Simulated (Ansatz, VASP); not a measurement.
SnSe in VASP and in Ansatz

INCAR

```
ALGO = Normal ; EDIFF = 1E-8
ENCUT = 520 ; GGA = PE
ISIF = 2 ; ISMEAR = -1
LASPH = T ; LCHARG = F
LEFG = T ; LREAL = F
LWAVE = F ; NBANDS = 17
NELM = 100 ; PREC = Accurate
SIGMA = 0.02
```

The input KPOINTS:

```
k-points
0
Gamma
  9 9 9
```

File POSCAR:

```
SnSe
1.0
    0.0000000000      2.9897980490      2.9897980490
    2.9897980490      0.0000000000      2.9897980490
    2.9897980490      2.9897980490      0.0000000000
Sn Se
1 1
Direct
    0.0000000000      0.0000000000      0.0000000000
    0.5000000000      0.5000000000      0.5000000000
```

Input for Ansatz:

```yaml
crystal:
  lattice:
    - [0.0, 2.989798049, 2.989798049]
    - [2.989798049, 0.0, 2.989798049]
    - [2.989798049, 2.989798049, 0.0]
  atoms:
    - { symbol: Sn, position: [0.0, 0.0, 0.0] }
    - { symbol: Se, position: [0.5, 0.5, 0.5] }
kpoints:
  mp_grid: { grid: [9, 9, 9] }
scf:
  occupations: { method: fermi_dirac, width: 0.02 }
hamiltonian:
  xc: pbe
  pseudopotentials: { kind: paw }
output:
  forces: true
  stress: true
  eigenvalues: true
  efg: { contact_densities: true }
```

Change from the starting cell: volume scaled by 0.98, PAW files.

Alike in both runs: task electric field gradients; functional PBE; k mesh 9 × 9 × 9; occupations fermi-dirac, width 0.02 eV; no spin polarisation.

```csv
,VASP,Ansatz
version,VASP 6.6.1,Ansatz 0.2.0
potentials or method,"VASP PAW PBE potentials, release 64 (Sn_d, Se)","PAW with Ansatz's default frozen-core files, scalar-relativistic"
plane-wave cutoff (eV),520,420
valence electrons in the cell,20,30
```

```tsv
	VASP	Ansatz	Ansatz less VASP
pressure (GPa)	2.2	2.1	-0.01
Vzz of the field gradient on the site that differs most (V/Å²)	0.0	0.0	0.00
```

The functional is the same, so the differences come from potentials, cutoffs and numerics. The two sets of potentials don't hold the same shells in valence. Ansatz warned: «gradients_without_spin_orbit».
